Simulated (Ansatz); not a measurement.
**P (Pm-3m), an elastic constant from a strain scan**

Computed with DFT PBEsol+D3(BJ), scalar-relativistic, plane waves, PAW in Ansatz 0.2.0. The runs took a 420 eV cutoff, a Γ-centred 24×24×24 mesh and Gaussian smearing (0.15 eV). No spin polarisation. Energies are free energies at this smearing, counted from the undisturbed cell; pressure is positive in compression.

Zero of the scan (relaxed at this level; this simple cubic form isn't the usual structure):

```
P
1.0
     2.39048    0.00000    0.00000
     0.00000    2.39048    0.00000
     0.00000    0.00000    2.39065
P
1
Direct
  0.00000 0.00000 0.00000
```

The cell is strained by ε times the Voigt pattern (0, 0, 0, 0, 0, 1) (xx, yy, zz, yz, xz, xy; engineering shear) with fractional coordinates fixed. The cell holds 1 atom in V0 = 13.66 Å³. The stress column is τ = (1/V0) dE/dε, got from the stress tensor σ (compression positive) at each point as −det(1 + εP) σ : P(1 + εP)⁻¹, with P the pattern as a tensor.

```
      ε  ΔE (meV/atom)  τ (GPa)
-0.1312         50.095   -9.253
-0.1125         36.303   -8.021
-0.0937         24.600   -6.547
-0.0750         15.346   -5.091
-0.0562          8.276   -3.718
-0.0375          3.504   -2.277
-0.0187          0.861   -1.074
 0.0000          0.000    0.000
 0.0187          0.861    1.074
 0.0375          3.504    2.277
 0.0562          8.276    3.718
 0.0750         15.346    5.091
 0.0937         24.600    6.547
 0.1125         36.303    8.021
 0.1312         50.095    9.253
 0.1500              ?        ?
```

**Question.** Which combination of elastic constants does this scan measure, and how large is it?

**Answer.** For small ε, τ = τ0 + Kε with K = pᵀCp, which for this pattern is C44 in the cubic axes. The parabola through τ at ε = -0.0187, 0 and 0.0187 has slope K = 57 GPa at zero. The energies per cell, E = NΔE, of the same two points give K = 2[E(ε₊)/ε₊ − E(ε₋)/ε₋]/[(ε₊ − ε₋)V0] = 58 GPa, in agreement.

**Question.** Predict the withheld row at ε = 0.1500 from the harmonic law, and compare.

**Answer.** ΔE = V0(τ0 ε + Kε²/2)/N = 55.074 meV/atom and τ = 8.61 GPa. The calculation gives 65.830 meV/atom and 10.34 GPa: the energy lies 20 % above the harmonic value.

In a metal these slopes depend on the k mesh and the smearing.

Cost: 9 runs of about 1.3 core-minutes in all, on Intel Xeon Platinum 8488C (Sapphire Rapids) (shared hosts).